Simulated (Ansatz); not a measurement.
GeTe:
```cif
data_Ge3Te3
_chemical_formula_sum 'Ge3 Te3'
_space_group_name_H-M_alt 'R3m :H'
_space_group_IT_number 160
_space_group_name_Hall 'R 3 -2"'
_cell_length_a 4.22650
_cell_length_b 4.22650
_cell_length_c 10.94110
_cell_angle_alpha 90.000
_cell_angle_beta 90.000
_cell_angle_gamma 120.000
loop_
_atom_site_label
_atom_site_type_symbol
_atom_site_symmetry_multiplicity
_atom_site_Wyckoff_symbol
_atom_site_fract_x
_atom_site_fract_y
_atom_site_fract_z
_atom_site_occupancy
Ge1 Ge 3 a 0.00000 0.00000 0.76611 1
Te1 Te 3 a 0.00000 0.00000 0.23389 1
```
(The calculation used a cell of 2 atoms; values per cell refer to that cell.)

Relaxed at zero pressure with plane-wave PAW PBE (Ansatz code).

The volume is raised by 3 % and shape and atoms relax at that volume. What pressure results, and how do the axes share the change?

-0.8 GPa; a 0.5 %, b 0.5 %, c 2.0 %; the energy rises by 2 meV/atom.

Give the new structure.


Space group R3m, hexagonal axes (No. 160); a = b = 4.2466 Å, c = 11.1628 Å, α = β = 90.00°, γ = 120.00°

```tsv
atom	site	symmetry	x	y	z
Ge	3a	3m	0.0000	0.0000	0.7679
Te	3a	3m	0.0000	0.0000	0.2321
```

The phase is kept; no other phase was compared at this pressure.

The PBE relaxation kept the symmetry of its start. Scalar-relativistic: spin–orbit coupling is off unless named, which matters more the heavier the elements.

Potentials: the later of the program's two PAW sets.
